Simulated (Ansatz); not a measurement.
Crystal: MnS.

```xyz
2
Lattice="0.0000 2.6045 2.6045 2.6045 0.0000 2.6045 2.6045 2.6045 0.0000" Properties=species:S:1:pos:R:3 pbc="T T T"
Mn    0.0000    0.0000    0.0000
S     2.6045    2.6045    2.6045
```

* Program: Ansatz 0.2.0
* Task: relaxation of cell and atoms
* Functional: PBEsol
* Dispersion: D4
* Potentials or basis: Ansatz PAW
* Cutoff: 420 eV (not typed: the program's choice for these potentials)
* k mesh: 9 × 9 × 9
* Occupations: fermi-dirac, width 0.05 eV
* Spin: collinear spin, ferromagnetic start
* Starting moments: [4.0, 0.0] μB

At the start: volume 17.67 Å³/atom.

**Question.** How do energy, volume and symmetry change on relaxing?

**Answer.** It ends after 7 steps and the volume is 14.45 Å³/atom (-18.2 %); space group Fm-3m (No. 225, to 0.05 Å); moment 3.94 μB per cell.

The path:
```tsv
step	energy change (eV)	largest force (eV/Å)	volume (Å³)
1	0.0000	0.0000	35.33
2	-0.1611	0.0000	31.83
3	-0.2155	0.0000	27.88
4	-0.2249	0.0000	29.35
5	-0.2272	0.0000	28.78
6	-0.2273	0.0000	28.90
7	-0.2261	0.0000	28.90
```

Final structure:
```cif
data_structure
_symmetry_space_group_name_H-M 'P 1'
_symmetry_Int_Tables_number 1
_cell_length_a 3.4446
_cell_length_b 3.4446
_cell_length_c 3.4446
_cell_angle_alpha 60.000
_cell_angle_beta 60.000
_cell_angle_gamma 60.000
_cell_volume 28.90
loop_
_atom_site_label
_atom_site_type_symbol
_atom_site_fract_x
_atom_site_fract_y
_atom_site_fract_z
_atom_site_occupancy
Mn1 Mn 0.00000 0.00000 0.00000 1
S1 S 0.50000 0.50000 0.50000 1
```

Caveat: the volume moved by over 15 % at a fixed basis, so the end points are rough; the plane-wave basis is chosen anew once the cell has moved, so the energies of steps on either side of that aren't comparable; the volume moved by -18 % from the deposited cell, more than functionals usually miss; a cell with one magnetic atom can't hold antiferromagnetic order, which such compounds often take; pairwise dispersion overbinds metals, which lowers pressure and volume; the PAW data sets come from PBE, with cores solved anew for the run's functional, which leaves a small shift of forces and pressure.
